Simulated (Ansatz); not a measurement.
**Residual resistivity of an alloy: Ir(111) with 4 layers of random Ir-Os, 2x2**

How strongly does chemical disorder scatter in Ir(111) with 4 layers of random Ir-Os, 2x2?

Method: Ansatz plane-wave DFT, PBE, PAW files; ballistic transport by layer matching (Landauer), zero bias; PAW set soft_1, in Ansatz 0.2.0.

## 1. Starting point

The cell holds 40 atoms: 36 Ir and 4 Os. Cell: a = 5.430 Å, b = 5.430 Å, c = 22.222 Å, α = 93.5°, β = 86.5°, γ = 120.0°. It derives from Ir. Regions: lead, 24 atoms (24 Ir); scattering region, 16 atoms (4 Os and 12 Ir). The structure is stacked along c, and the current runs across the ab planes.

## 2. With 4 alloy layers

In 4 layers a share of 0.25 of the sites is given to Os at random. The layers about the cell's end stay perfect and serve as the lead. Disorder leaves little or no symmetry, which makes such runs dear. Energies from -0.05 to 0.05 eV in steps of 0.05 eV are too few for the program's thermal sum, so it prints no conductance; for a metal the transmission near the Fermi level serves, at a fraction of the cost.

Input file input.yaml:

```yaml
crystal:
  lattice:
    - [5.4297315514, 0.0, 0.0]
    - [-2.7148657757, 4.7022854592, 0.0]
    - [1.3574328878, -0.7837142432, 22.1667862353]
  atoms:
    - { symbol: Ir, position: [0.9916666667, 0.0083333333, 0.05] }
    - { symbol: Ir, position: [0.9916666667, 0.5083333333, 0.05] }
    - { symbol: Ir, position: [0.4916666667, 0.0083333333, 0.05] }
    - { symbol: Ir, position: [0.4916666667, 0.5083333333, 0.05] }
    - { symbol: Ir, position: [0.1416666667, 0.3583333333, 0.15] }
    - { symbol: Ir, position: [0.1416666667, 0.8583333333, 0.15] }
    - { symbol: Ir, position: [0.6416666667, 0.3583333333, 0.15] }
    - { symbol: Ir, position: [0.6416666667, 0.8583333333, 0.15] }
    - { symbol: Ir, position: [0.2916666667, 0.2083333333, 0.25] }
    - { symbol: Ir, position: [0.2916666667, 0.7083333333, 0.25] }
    - { symbol: Ir, position: [0.7916666667, 0.2083333333, 0.25] }
    - { symbol: Ir, position: [0.7916666667, 0.7083333333, 0.25] }
    - { symbol: Os, position: [0.9416666667, 0.0583333333, 0.35] }
    - { symbol: Ir, position: [0.9416666667, 0.5583333333, 0.35] }
    - { symbol: Ir, position: [0.4416666667, 0.0583333333, 0.35] }
    - { symbol: Ir, position: [0.4416666667, 0.5583333333, 0.35] }
    - { symbol: Ir, position: [0.0916666667, 0.4083333333, 0.45] }
    - { symbol: Ir, position: [0.0916666667, 0.9083333333, 0.45] }
    - { symbol: Os, position: [0.5916666667, 0.4083333333, 0.45] }
    - { symbol: Ir, position: [0.5916666667, 0.9083333333, 0.45] }
    - { symbol: Ir, position: [0.2416666667, 0.2583333333, 0.55] }
    - { symbol: Ir, position: [0.2416666667, 0.7583333333, 0.55] }
    - { symbol: Ir, position: [0.7416666667, 0.2583333333, 0.55] }
    - { symbol: Ir, position: [0.7416666667, 0.7583333333, 0.55] }
    - { symbol: Os, position: [0.8916666667, 0.1083333333, 0.65] }
    - { symbol: Ir, position: [0.8916666667, 0.6083333333, 0.65] }
    - { symbol: Ir, position: [0.3916666667, 0.1083333333, 0.65] }
    - { symbol: Os, position: [0.3916666667, 0.6083333333, 0.65] }
    - { symbol: Ir, position: [0.0416666667, 0.4583333333, 0.75] }
    - { symbol: Ir, position: [0.0416666667, 0.9583333333, 0.75] }
    - { symbol: Ir, position: [0.5416666667, 0.4583333333, 0.75] }
    - { symbol: Ir, position: [0.5416666667, 0.9583333333, 0.75] }
    - { symbol: Ir, position: [0.1916666667, 0.3083333333, 0.85] }
    - { symbol: Ir, position: [0.1916666667, 0.8083333333, 0.85] }
    - { symbol: Ir, position: [0.6916666667, 0.3083333333, 0.85] }
    - { symbol: Ir, position: [0.6916666667, 0.8083333333, 0.85] }
    - { symbol: Ir, position: [0.8416666667, 0.1583333333, 0.95] }
    - { symbol: Ir, position: [0.8416666667, 0.6583333333, 0.95] }
    - { symbol: Ir, position: [0.3416666667, 0.1583333333, 0.95] }
    - { symbol: Ir, position: [0.3416666667, 0.6583333333, 0.95] }
kpoints:
  mp_grid: { grid: [5, 5, 1] }
hamiltonian:
  xc: pbe
  pseudopotentials: { kind: paw, azcp: { folder: soft_1 } }
scf:
  occupations: { method: fermi_dirac, width: 0.1 }
output:
  transmission:
    leads: [[0, 4]]
    kmesh: [10, 10]
    e_range: [-0.05, 0.05]
    de: 0.05
  write_potential: true
  write_density: true
  volumetric_format: npy
```

Run with:

```console
ansatz run input.yaml --threads 4 --pin off --max-ram 15360MiB --backend cpu --events-out ev --progress --plain --runs-dir out
```

Numbers of over 12 decimals in the logs are rounded to 6 here.

Log:

```text
Engine: ansatz 0.2.0, x86_64-unknown-linux-gnu
Pseudopotentials: kind: paw
Pseudopotential: Ir, paw, valence charge 17, recommended cutoff 420 eV (normal), soft_1/Ir.paw.azcp
Pseudopotential: Os, paw, valence charge 16, recommended cutoff 420 eV (normal), soft_1/Os.paw.azcp
Functional definition: PBE
  parameter kappa = 0.804
  parameter beta = 0.066725
  exchange = pbe_x(kappa = kappa, mu = beta*pi^2/3)
  correlation = pbe_c(beta = beta)
Crystal: 40 atoms, lattice volume = 565.966 Å³
Basis set: ecut = 420 eV, 11009 PW (Γ)
Bands: 406, of which v1, the nominal top of the filled ones, is band 338 counted from 1 (337 counted from 0)
Symmetry: 2 space group operations
Space group: Cm (ITA 8), of the structure as read, at distance tolerance 8.3e-5 Å
k-points: 9 of 25 (time reversal used)
Non-local potential: Ir, projectors of the file, l = 0: 3, l = 1: 2, l = 2: 2, l = 3: 1
Non-local potential: Os, projectors of the file, l = 0: 3, l = 1: 2, l = 2: 2, l = 3: 1
PAW form: soft (Blöchl's): semilocal exchange-correlation on the pseudo side does not see the compensation charge
PAW one-centre angular grid: Ir, 590 points (default); XC on 64 Gauss nodes
PAW one-centre angular grid: Os, 590 points (default); XC on 64 Gauss nodes
Initial density: superposition of atomic densities (chi_scale 0.1, normalization cell)
Initial wavefunctions: pseudopotential atomic-orbital guess
Functional: x = pbe(κ = 0.804, μ = 0.219515), c = pbe(β = 0.066725)
SCF iter   1: F=—  HF=-475273.322018 eV  |F-HF|=—  |Δ(HF+E_count)|=         —  Δρ=5.05e-2  dr2=1.27e1  ethr=3.10e-3  ⟨swp⟩=5.0  Hψ=11673  notcnv=0  defer=23
preconditioner: auto → Kerker (q_TF=auto, 2.810 Å⁻¹)  [metal: Δε(μ)=0.007 eV  Ē_g=6.988 eV  σ=0.100 eV  W_gap=0.02  n_scr=228 (ndim 8)  ℏωp=29.5 eV  f_vac=0.000  D(μ)=31.29/eV (n_scr^D=308)]
SCF iter   2: F=—  HF=-475270.801893 eV  |F-HF|=—  |Δ(HF+E_count)|=    2.52e0  Δρ=2.78e-2  dr2=4.25e0  ethr=1.88e-3  ⟨swp⟩=2.0  Hψ=4459  notcnv=0  defer=164
SCF iter   3: F=—  HF=-475269.898648 eV  |F-HF|=—  |Δ(HF+E_count)|=   9.03e-1  Δρ=3.28e-3  dr2=1.65e-1  ethr=6.29e-4  ⟨swp⟩=2.2  Hψ=5459  notcnv=0  defer=164
SCF iter   4: F=—  HF=-475269.901894 eV  |F-HF|=—  |Δ(HF+E_count)|=   3.25e-3  Δρ=6.74e-4  dr2=3.27e-2  ethr=2.44e-5  ⟨swp⟩=1.0  Hψ=3649  notcnv=0  defer=164
SCF iter   5: F=—  HF=-475269.901331 eV  |F-HF|=—  |Δ(HF+E_count)|=   5.63e-4  Δρ=3.47e-4  dr2=2.05e-3  ethr=4.83e-6  ⟨swp⟩=1.0  Hψ=3490  notcnv=0  defer=164
SCF iter   6: F=—  HF=-475269.901187 eV  |F-HF|=—  |Δ(HF+E_count)|=   1.44e-4  Δρ=5.00e-5  dr2=1.16e-4  ethr=3.03e-7  ⟨swp⟩=2.0  Hψ=4764  notcnv=0  defer=164
SCF iter   7: F=—  HF=-475269.901162 eV  |F-HF|=—  |Δ(HF+E_count)|=   2.45e-5  Δρ=1.19e-5  dr2=1.67e-6  ethr=1.72e-8  ⟨swp⟩=1.1  Hψ=3491  notcnv=0  defer=164
SCF iter   8: F=—  HF=-475269.901907 eV  |F-HF|=—  |Δ(HF+E_count)|=   7.44e-4  Δρ=3.00e-6  dr2=3.79e-7  ethr=2.47e-10  ⟨swp⟩=2.1  Hψ=5202  notcnv=0  defer=164
SCF iter   9: F=-475269.901907 eV  HF=-475269.901907 eV  |F-HF|=6.87e-9  |Δ(HF+E_count)|=   2.12e-8  Δρ=5.91e-7  dr2=8.17e-9  ethr=1.48e-11  ⟨swp⟩=7.0  Hψ=8433  notcnv=0
SCF 1 converged in 9 iterations: F = -475269.901907 eV  dr2 = 8.17e-9
  greatest PAW one-centre occupation: 1.000 electrons in one spin orbital (limit 2), on the Ir atom at site 26 (counted from 0), in its partial waves of l = 0
transmission: 124 of 1240 steps passed
transmission: 248 of 1240 steps passed
[...]
transmission: 1240 of 1240 steps passed
SCF converged after 9 iterations
Free energy (F): -475269.901907 eV
Harris-Foulkes:  -475269.901907 eV  (|F-HF|=6.87e-9)
Internal energy: -475268.788940 eV  (E = F + TS)
E sigma→0 (E₀):  -475269.345423 eV
Entropy (-TS):   -1.112967 eV (-27.824 meV/atom)
Fermi energy:    25.811890 eV
--- Per-component energies (eV) ---
  E_band       = -3267.737660
  E_kinetic    = 21423.608766
  E_local      = -43295.582612  (includes V_loc(G=0)·N_el)
  E_nonlocal   = 7620.002538
  E_hartree    = 16161.247262
  E_xc         = -9236.463257
  E_vxc        = -10242.800769  (∫ρ·V_xc dr)
  E_paw        = -369734.023247  (= ΣΔE_a)
  E_vpaw       = -11095.475664  (= ΣTr[D̂ρ^β])
  E_aug_tail   = 0.014066  (compensation charges beyond the density's cutoff)
  E_ewald      = -98207.592456
  E_smearing   = -1.112967  (= −TS)
  E_closure    = -0.000000  (closes the sum)
  Σ components = -475269.901907   (vs F -475269.901907, Δ=0.00e0)
--- Band table (eV; the first three rows and the last of 9) ---
  k-point 0: bands = [... 334 lower, 26.6171, 26.6967, 26.7115, 26.7116, 26.7180, 26.7377, 26.7422, 26.7528, ... 64 higher]
  k-point 1: bands = [... 334 lower, 26.1226, 26.1321, 26.1657, 26.2037, 26.2396, 26.2644, 26.2821, 26.3153, ... 64 higher]
  k-point 2: bands = [... 334 lower, 25.1431, 25.2177, 25.2462, 25.3022, 25.3644, 25.4260, 25.4886, 25.4988, ... 64 higher]
  k-point 8: bands = [... 334 lower, 25.1330, 25.1372, 25.1582, 25.2324, 25.2757, 25.3003, 25.3595, 25.4939, ... 64 higher]
--- Transmission ---
  basis      : 223 plane waves across, 40 finite elements along
  points     : 31, standing for a mesh of 10 x 10
  energies   : 3 from -0.050000 to 0.050000 eV about the Fermi level, 0.050000 eV apart; the leads are filled to 0.000000 eV, and channels, transmission and decay are at 0.000000 eV
  crystal 0  : Ir4, at the sites [0, 4], period 2.2167 Å, over 13.30 Å; its Hamiltonian steps by up to 27.0 meV: too much for a lead, lay more layers or, if its atoms are ordered, name the step of that order
    offset         : up to 0.0000 Å between an atom of the period and one for which it stands
    channels       : 5.780000e0 a spin
    conductance    : none, the energies end too early or step too widely for 300 K: set another output.transmission.e_range or a lower de, or, where they end at an eighth of basis.ecutwfc, a higher one
  junction   : crystal 0 to crystal 0, 0.70 to 20.65 Å
    transmission   : 4.445252e0 a spin
    conductance    : none, the energies end too early or step too widely for 300 K: set another output.transmission.e_range or a lower de, or, where they end at an eighth of basis.ecutwfc, a higher one
```

It took 2.5 min on 4 threads of Intel Xeon Platinum 8488C (Sapphire Rapids), shared host; peak memory 4.7 GiB; 9.5 min of CPU time.

Numbers from this step:

| Item | Value |
| --- | --- |
| free energy | -475269.9019 eV |
| energy at zero smearing | -475269.3454 eV |
| Fermi energy | 25.81 eV |
| cell area | 25.53 Å² |
| transmission per spin nearest the Fermi level | 4.445 |
| open channels per spin nearest the Fermi level | 5.78 |
| step of the lead's potential | 27 meV |

Per spin. Transmission, zone mean against energy, zero at the Fermi level:

```tsv
energy (eV)	transmission, zone mean
-0.0500	4.39
0.0000	4.45
0.0500	4.55
```

Per spin. The open channels, zone mean, lead by energy, zero at the Fermi level:

```tsv
energy (eV)	open channels, zone mean, lead
-0.0500	5.9
0.0000	5.78
0.0500	6.14
```

Transmission over k1 and k2. At 0.0000 eV from the Fermi level.

Values, 10 rows by 10 columns:
```
4.99 5.24 4.28 3.62 4.10 5.10 5.02 4.22 2.92 4.65
3.98 4.28 4.09 4.49 4.32 3.50 4.34 4.12 2.69 2.92
3.89 3.62 4.49 4.22 4.23 4.26 4.50 3.44 4.12 4.22
4.91 4.10 4.32 4.23 7.11 7.10 4.22 4.50 4.34 5.02
4.84 5.10 3.50 4.26 7.10 7.06 7.10 4.26 3.50 5.10
4.91 5.02 4.34 4.50 4.22 7.10 7.11 4.23 4.32 4.10
3.89 4.22 4.12 3.44 4.50 4.26 4.23 4.22 4.49 3.62
3.98 2.92 2.69 4.12 4.34 3.50 4.32 4.49 4.09 4.28
4.99 4.65 2.92 4.22 5.02 5.10 4.10 3.62 4.28 5.24
4.80 4.99 3.98 3.89 4.91 4.84 4.91 3.89 3.98 4.99
```
Columns: k1 (b1) from -0.5 to 0.4; rows upwards: k2 (b2) from -0.5 to 0.4.

Open channels over k1 and k2. At 0.0000 eV from the Fermi level.

Ten even steps from '_' (4.00) to '@' (8.00):
```
++++::__::++++++++++
::::++####++::::++++
::__##::::::##__::++
++::##::@@@@::##::++
++++++::@@@@@@::++++
++++::##::@@@@::##::
::++::__##::::::##__
::++++::::++####++::
++++++++++++::__::++
++++::::++++++::::++
```
Columns: k1 (b1) from -0.5 to 0.4; rows upwards: k2 (b2) from -0.5 to 0.4.

Over the solved energies the transmission per spin lies between 4.39 and 4.55, out of 5.94 channels of the lead on average (up to 6.14). The log calls the step of a lead's potential too much.

## 3. With 8 alloy layers

In 8 layers a share of 0.25 of the sites is given to Os at random. A fresh draw is used; the growth of the resistance with length is what counts.

System of this step: Ir(111) with 8 layers of random Ir-Os, 2x2. The cell holds 56 atoms: 48 Ir and 8 Os. Its edges and angles: a = 5.430 Å, b = 5.430 Å, c = 31.073 Å, α = 87.5°, β = 92.5°, γ = 120.0°. It derives from Ir. Regions: lead, 24 atoms (24 Ir); scattering region, 32 atoms (24 Ir and 8 Os). The structure is stacked along c, and the current runs across the ab planes.

Input file input.yaml:

```yaml
crystal:
  lattice:
    - [5.4297315514, 0.0, 0.0]
    - [-2.7148657757, 4.7022854592, 0.0]
    - [-1.3574328878, 0.7837142432, 31.0335007294]
  atoms:
    - { symbol: Ir, position: [0.005952381, 0.994047619, 0.0357142857] }
    - { symbol: Ir, position: [0.005952381, 0.494047619, 0.0357142857] }
    - { symbol: Ir, position: [0.505952381, 0.994047619, 0.0357142857] }
    - { symbol: Ir, position: [0.505952381, 0.494047619, 0.0357142857] }
    - { symbol: Ir, position: [0.1845238095, 0.3154761905, 0.1071428571] }
    - { symbol: Ir, position: [0.1845238095, 0.8154761905, 0.1071428571] }
    - { symbol: Ir, position: [0.6845238095, 0.3154761905, 0.1071428571] }
    - { symbol: Ir, position: [0.6845238095, 0.8154761905, 0.1071428571] }
    - { symbol: Ir, position: [0.3630952381, 0.1369047619, 0.1785714286] }
    - { symbol: Ir, position: [0.3630952381, 0.6369047619, 0.1785714286] }
    - { symbol: Ir, position: [0.8630952381, 0.1369047619, 0.1785714286] }
    - { symbol: Ir, position: [0.8630952381, 0.6369047619, 0.1785714286] }
    - { symbol: Ir, position: [0.0416666667, 0.9583333333, 0.25] }
    - { symbol: Ir, position: [0.0416666667, 0.4583333333, 0.25] }
    - { symbol: Ir, position: [0.5416666667, 0.9583333333, 0.25] }
    - { symbol: Ir, position: [0.5416666667, 0.4583333333, 0.25] }
    - { symbol: Ir, position: [0.2202380952, 0.2797619048, 0.3214285714] }
    - { symbol: Ir, position: [0.2202380952, 0.7797619048, 0.3214285714] }
    - { symbol: Ir, position: [0.7202380952, 0.2797619048, 0.3214285714] }
    - { symbol: Ir, position: [0.7202380952, 0.7797619048, 0.3214285714] }
    - { symbol: Ir, position: [0.3988095238, 0.1011904762, 0.3928571429] }
    - { symbol: Os, position: [0.3988095238, 0.6011904762, 0.3928571429] }
    - { symbol: Ir, position: [0.8988095238, 0.1011904762, 0.3928571429] }
    - { symbol: Ir, position: [0.8988095238, 0.6011904762, 0.3928571429] }
    - { symbol: Os, position: [0.0773809524, 0.9226190476, 0.4642857143] }
    - { symbol: Ir, position: [0.0773809524, 0.4226190476, 0.4642857143] }
    - { symbol: Ir, position: [0.5773809524, 0.9226190476, 0.4642857143] }
    - { symbol: Os, position: [0.5773809524, 0.4226190476, 0.4642857143] }
    - { symbol: Os, position: [0.255952381, 0.244047619, 0.5357142857] }
    - { symbol: Ir, position: [0.255952381, 0.744047619, 0.5357142857] }
    - { symbol: Ir, position: [0.755952381, 0.244047619, 0.5357142857] }
    - { symbol: Ir, position: [0.755952381, 0.744047619, 0.5357142857] }
    - { symbol: Ir, position: [0.4345238095, 0.0654761905, 0.6071428571] }
    - { symbol: Ir, position: [0.4345238095, 0.5654761905, 0.6071428571] }
    - { symbol: Ir, position: [0.9345238095, 0.0654761905, 0.6071428571] }
    - { symbol: Ir, position: [0.9345238095, 0.5654761905, 0.6071428571] }
    - { symbol: Ir, position: [0.1130952381, 0.8869047619, 0.6785714286] }
    - { symbol: Os, position: [0.1130952381, 0.3869047619, 0.6785714286] }
    - { symbol: Ir, position: [0.6130952381, 0.8869047619, 0.6785714286] }
    - { symbol: Ir, position: [0.6130952381, 0.3869047619, 0.6785714286] }
    - { symbol: Os, position: [0.2916666667, 0.2083333333, 0.75] }
    - { symbol: Ir, position: [0.2916666667, 0.7083333333, 0.75] }
    - { symbol: Os, position: [0.7916666667, 0.2083333333, 0.75] }
    - { symbol: Os, position: [0.7916666667, 0.7083333333, 0.75] }
    - { symbol: Ir, position: [0.4702380952, 0.0297619048, 0.8214285714] }
    - { symbol: Ir, position: [0.4702380952, 0.5297619048, 0.8214285714] }
    - { symbol: Ir, position: [0.9702380952, 0.0297619048, 0.8214285714] }
    - { symbol: Ir, position: [0.9702380952, 0.5297619048, 0.8214285714] }
    - { symbol: Ir, position: [0.1488095238, 0.8511904762, 0.8928571429] }
    - { symbol: Ir, position: [0.1488095238, 0.3511904762, 0.8928571429] }
    - { symbol: Ir, position: [0.6488095238, 0.8511904762, 0.8928571429] }
    - { symbol: Ir, position: [0.6488095238, 0.3511904762, 0.8928571429] }
    - { symbol: Ir, position: [0.3273809524, 0.1726190476, 0.9642857143] }
    - { symbol: Ir, position: [0.3273809524, 0.6726190476, 0.9642857143] }
    - { symbol: Ir, position: [0.8273809524, 0.1726190476, 0.9642857143] }
    - { symbol: Ir, position: [0.8273809524, 0.6726190476, 0.9642857143] }
kpoints:
  mp_grid: { grid: [5, 5, 1] }
hamiltonian:
  xc: pbe
  pseudopotentials: { kind: paw, azcp: { folder: soft_1 } }
scf:
  occupations: { method: fermi_dirac, width: 0.1 }
output:
  transmission:
    leads: [[0, 4]]
    kmesh: [10, 10]
    e_range: [-0.05, 0.05]
    de: 0.05
  write_potential: true
  write_density: true
  volumetric_format: npy
```

Log:

```text
[...]
Crystal: 56 atoms, lattice volume = 792.352 Å³
Basis set: ecut = 420 eV, 15385 PW (Γ)
Bands: 567, of which v1, the nominal top of the filled ones, is band 472 counted from 1 (471 counted from 0)
Symmetry: 1 space group operations
[...]
k-points: 13 of 25 (time reversal used)
[...]
SCF iter   1: F=—  HF=-664060.692681 eV  |F-HF|=—  |Δ(HF+E_count)|=         —  Δρ=5.13e-2  dr2=3.45e1  ethr=3.10e-3  ⟨swp⟩=5.0  Hψ=23451  notcnv=0  defer=42
[...]
SCF iter   9: F=-664055.600679 eV  HF=-664055.600679 eV  |F-HF|=5.86e-8  |Δ(HF+E_count)|=   5.23e-8  Δρ=7.97e-7  dr2=6.14e-8  ethr=1.06e-11  ⟨swp⟩=7.0  Hψ=22029  notcnv=0
SCF 1 converged in 9 iterations: F = -664055.600679 eV  dr2 = 6.14e-8
[...]
transmission: 300 of 2964 steps passed
transmission: 594 of 2964 steps passed
[...]
transmission: 2964 of 2964 steps passed
SCF converged after 9 iterations
Free energy (F): -664055.600679 eV
[...]
Internal energy: -664054.090851 eV  (E = F + TS)
E sigma→0 (E₀):  -664054.845765 eV
Entropy (-TS):   -1.509828 eV (-26.961 meV/atom)
Fermi energy:    25.801448 eV
[...]
--- Band table (eV; the first three rows and the last of 13) ---
  k-point 0: bands = [... 468 lower, 26.6859, 26.6868, 26.7070, 26.7137, 26.7195, 26.7203, 26.7291, 26.7498, ... 91 higher]
  k-point 1: bands = [... 468 lower, 26.1578, 26.1754, 26.2120, 26.2275, 26.2359, 26.2497, 26.2590, 26.2720, ... 91 higher]
  k-point 2: bands = [... 468 lower, 25.1759, 25.2065, 25.2230, 25.2499, 25.2865, 25.3047, 25.4129, 25.4623, ... 91 higher]
  k-point 12: bands = [... 468 lower, 25.6766, 25.6965, 25.8106, 25.8518, 25.8752, 25.8808, 25.9062, 25.9135, ... 91 higher]
--- Transmission ---
  basis      : 223 plane waves across, 57 finite elements along
  points     : 52, standing for a mesh of 10 x 10
[...]
channels       : 5.900000e0 a spin
[...]
junction   : crystal 0 to crystal 0, 2.91 to 31.73 Å
    transmission   : 3.825308e0 a spin
[...]
```

Wall time 6.8 min (4 threads); peak memory 8.8 GiB; 26 min of CPU time.

Numbers from this step:

```yaml
free_energy: -664055.6007 eV
energy_at_zero_smearing: -664054.8458 eV
fermi_energy: 25.80 eV
transmission_per_spin_nearest_the_fermi_level: 3.825
open_channels_per_spin_nearest_the_fermi_level: 5.9
step_of_the_lead_s_potential: 7 meV
```

Per spin. Transmission, zone mean against energy, zero at the Fermi level:

```tsv
energy (eV)	transmission, zone mean
-0.0500	3.78
0.0000	3.83
0.0500	3.90
```

Over the solved energies the transmission per spin lies between 3.78 and 3.90, out of 6.02 channels of the lead on average (up to 6.26).

(Continued in part 2 of 2.)

[Logs are printed without paths, hosts, clocks, repeated set-up lines and the standing remarks that a program may print on its own settings, such as how far it seeks lower states.]

[Hosts, paths, dates, database ids (printed as entryN), source tags and the programs' standing remarks are cut or masked in the printed files.]
